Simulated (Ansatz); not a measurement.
Set up this calculation in Ansatz 0.2.0, as the native input.

| Quantity | Value |
| --- | --- |
| Task | single point |
| Functional | PBEsol |
| Potentials or basis | all-electron LAPW, scalar-relativistic |
| Cutoff | 336 eV (chosen from the basis error) |
| Basis error allowed | 0.001 eV/atom |
| k mesh | 8 × 8 × 8 |
| Occupations | fermi-dirac, width 0.05 eV |
| Spin | no spin polarisation |

Crystal: Ge.

```xyz
2
Lattice="0.0000 2.8289 2.8289 2.8289 0.0000 2.8289 2.8289 2.8289 0.0000" Properties=species:S:1:pos:R:3 pbc="T T T"
Ge    4.2054    4.2838    4.2270
Ge    2.8276    2.8391    2.7804
```

The cell isn't the ideal one: atoms moved at random, drawn with an rms of 0.05 Å.

The input as run:

input.yaml

```yaml
crystal:
  lattice:
    - [0.0, 2.82891, 2.82891]
    - [2.82891, 0.0, 2.82891]
    - [2.82891, 2.82891, 0.0]
  atoms:
    - { symbol: Ge, position: [0.760966, 0.733256, 0.753339] }
    - { symbol: Ge, position: [0.493445, 0.489395, 0.51015] }
kpoints:
  mp_grid: { grid: [8, 8, 8] }
scf:
  occupations: { method: fermi_dirac, width: 0.05 }
hamiltonian:
  xc: pbesol
  pseudopotentials: { kind: all_electron, lapw: { basis_error: 0.001 } }
output:
  forces: true
  stress: true
  eigenvalues: true
  populations: true
```

Potentials or basis: all-electron LAPW, scalar-relativistic.

Run with:

```bash
$ ansatz run input.yaml --threads 1 --pin off --max-ram 3072MiB --backend cpu --events-out ev --progress --plain --runs-dir out
```

It gave:

```json
{
  "Pressure": "0.8 GPa",
  "Largest force": "0.686 eV/Å",
  "Band gap on the k mesh": "none (metal or under the smearing width)"
}
```

Wall time 81 s on 1 thread of Arm Neoverse V1, on a shared host, peak memory 0.84 GiB.
